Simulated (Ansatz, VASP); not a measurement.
Two plane-wave programs on H

INCAR

```
  ALGO = Normal
  EDIFF = 1E-6
  ENCUT = 520
  GGA = PE
  ISIF = 2
  ISMEAR = 0
  LASPH = True
  LCHARG = False
  LREAL = False
  LWAVE = False
  NBANDS = 10
  NELM = 60
  PREC = Accurate
  SIGMA = 0.02
```

File KPOINTS:

```
k-points
0
Gamma
  2 2 2
```

Contents of POSCAR:

```
H
1.0
    2.6106004258     -2.5489972608      0.0171045564
    2.5611606291      2.4984677729      0.0231136646
    0.0317472335      0.0048479850      4.1122446782
H
4
Direct
    0.9670020716      0.0132667702      0.0564372334
    0.4541963689      0.5721292699      0.4012082280
    0.5369673576      0.4431455253      0.4925972676
    0.0792056082      0.9373123850      0.9117002412
```

Input for Ansatz:

```yaml
crystal:
  lattice:
    - [2.6106004258, -2.5489972608, 0.0171045564]
    - [2.5611606291, 2.4984677729, 0.0231136646]
    - [0.0317472335, 0.004847985, 4.1122446782]
  atoms:
    - { symbol: H, position: [0.9670020716, 0.0132667702, 0.0564372334] }
    - { symbol: H, position: [0.4541963689, 0.5721292699, 0.401208228] }
    - { symbol: H, position: [0.5369673576, 0.4431455253, 0.4925972676] }
    - { symbol: H, position: [0.0792056082, 0.937312385, 0.9117002412] }
basis:
  ecutwfc: 420
kpoints:
  mp_grid: { grid: [2, 2, 2] }
hamiltonian:
  xc: pbe
scf:
  occupations: { method: gaussian, width: 0.02 }
output:
  forces: true
  stress: true
  eigenvalues: true
```

Change from the starting cell: kmesh displaced: [2, 2, 2] Gamma-centred.

Alike in both runs: task single point; functional PBE; k mesh 2 × 2 × 2; occupations gaussian, width 0.02 eV; no spin polarisation.

|  | VASP | Ansatz |
| --- | --- | --- |
| version | VASP 6.6.1 | Ansatz 0.2.0 |
| potentials or method | VASP PAW PBE potentials, release 64 (H) | scalar-relativistic, plane waves, PAW |
| plane-wave cutoff (eV) | 520 | 420 |
| valence electrons in the cell | 4 | 4 |

Ansatz gave:

```
gap on the k mesh at the Fermi level (eV)       : 9.14
least direct gap on the mesh (eV)               : 9.51
pressure (GPa)                                  : 2.6
largest component of the traceless stress (GPa) : 4.43
rms of the force components (eV/Å)              : 1.719
```

Q: Estimate VASP's values.

A: gap on the k mesh at the Fermi level (eV): 9.14; least direct gap on the mesh (eV): 9.51; pressure (GPa): 2.4; largest component of the traceless stress (GPa): 4.45; rms of the force components (eV/Å): 1.727.

Atom by atom the forces differ by 0.008 eV/Å (rms over components).

Caveats: the k mesh is coarse (spacing up to 0.88 Å⁻¹), so the values aren't converged; forces of over 1 eV/Å show positions far from the minimum, so gaps and moduli don't describe the material at rest. A k mesh can miss the band edges.
